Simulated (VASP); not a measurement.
VASP 6.6.1 run: BaTiO3

INCAR

```
NSW = 0
ENCUT = 520
EDIFF = 1E-7
SIGMA = 0.02
IBRION = -1
NELM = 99
NBANDS = 28
LWAVE = .FALSE.
ISMEAR = -1
ISIF = 2
LASPH = .TRUE.
LCHARG = .FALSE.
LREAL = .FALSE.
PREC = High
GGA = PE
NELMDL = -12
```

KPOINTS

```
KPOINTS created by Atomic Simulation Environment
0
Gamma
6 6 6
0 0 0
```

POSCAR

```
Ba Ti O
 1.0000000000000000
     3.9142145899999998    0.0000000000000000    0.0000000000000000
     0.0000000000000000    3.9142145899999998    0.0000000000000000
     0.0000000000000000    0.0000000000000000    3.9142145899999998
 Ba  Ti  O
   1   1   3
Cartesian
  0.0000000000000000  0.0000000000000000  0.0000000000000000
  1.9571072950000004  1.9571072950000004  1.9571072950000004
  1.9571072950000004  1.9571072950000004  0.0000000000000000
  1.9571072950000004  0.0000000000000000  1.9571072950000004
  0.0000000000000000  1.9571072950000004  1.9571072950000004
```

The recommended PBE PAW datasets give the neutral cell 40 valence electrons.

Command

```
mpirun -np 1 vasp_std
```

Problem. How does this run end, and what does it give?

Solution. It converged. Results: gap between bands v and c on the k mesh 1.87 eV; least direct gap on the k mesh 1.95 eV; pressure 17.8 GPa. Band v is the last that the valence electrons fill when counted band by band, and c is the next.

OSZICAR

```
N       E                     dE             d eps       ncg     rms          rms(c)
DAV:   1     0.435504564976E+03    0.43550E+03   -0.20985E+04  1120   0.157E+03
DAV:   2    -0.420536178258E+01   -0.43971E+03   -0.41767E+03  1280   0.429E+02
DAV:   3    -0.482372141041E+02   -0.44032E+02   -0.43640E+02  1548   0.136E+02
DAV:   4    -0.503763903813E+02   -0.21392E+01   -0.21356E+01  1668   0.254E+01
DAV:   5    -0.504285507028E+02   -0.52160E-01   -0.52151E-01  1488   0.321E+00
DAV:   6    -0.504297581905E+02   -0.12075E-02   -0.12074E-02  1620   0.399E-01
DAV:   7    -0.504297674904E+02   -0.92998E-05   -0.92998E-05  1476   0.426E-02
DAV:   8    -0.504297676660E+02   -0.17559E-06   -0.17570E-06  1608   0.478E-03
DAV:   9    -0.504297676683E+02   -0.23247E-08   -0.21997E-08   992   0.625E-04
DAV:  10    -0.504297676685E+02   -0.25011E-09   -0.21497E-09   876   0.223E-04
...
DAV:  16    -0.397038570106E+02   -0.28441E-01   -0.18522E-01  1352   0.284E+00    0.106E+00
DAV:  17    -0.396925790236E+02    0.11278E-01   -0.75800E-02  1356   0.249E+00    0.342E-01
DAV:  18    -0.396915364606E+02    0.10426E-02   -0.64181E-03  1696   0.645E-01    0.620E-02
DAV:  19    -0.396914767275E+02    0.59733E-04   -0.14226E-03  1280   0.402E-01    0.965E-02
DAV:  20    -0.396914091559E+02    0.67572E-04   -0.26952E-04  1396   0.136E-01    0.970E-03
DAV:  21    -0.396914166890E+02   -0.75330E-05   -0.37267E-05  1252   0.596E-02    0.268E-02
DAV:  22    -0.396914119133E+02    0.47756E-05   -0.61305E-06  1212   0.275E-02    0.932E-03
DAV:  23    -0.396914107883E+02    0.11250E-05   -0.29159E-06  1568   0.163E-02    0.287E-03
DAV:  24    -0.396914107965E+02   -0.82227E-08   -0.17268E-07   988   0.312E-03
   1 F= -.39691411E+02 E0= -.39691411E+02  d E =-.542652E-13
```

Standard output (part)

```
POSCAR found type information on POSCAR BaTiO
 POSCAR found :  3 types and       5 ions
 LDA part: xc-table for (Slater+PW92), standard interpolation
 POSCAR, INCAR and KPOINTS ok, starting setup
 WAVECAR not read
 entering main loop
```

For comparison, a separate PBE run of the intended cell, on usual settings and not on those above, gives a gap of 1.87 eV on its mesh and a pressure of 17.8 GPa.
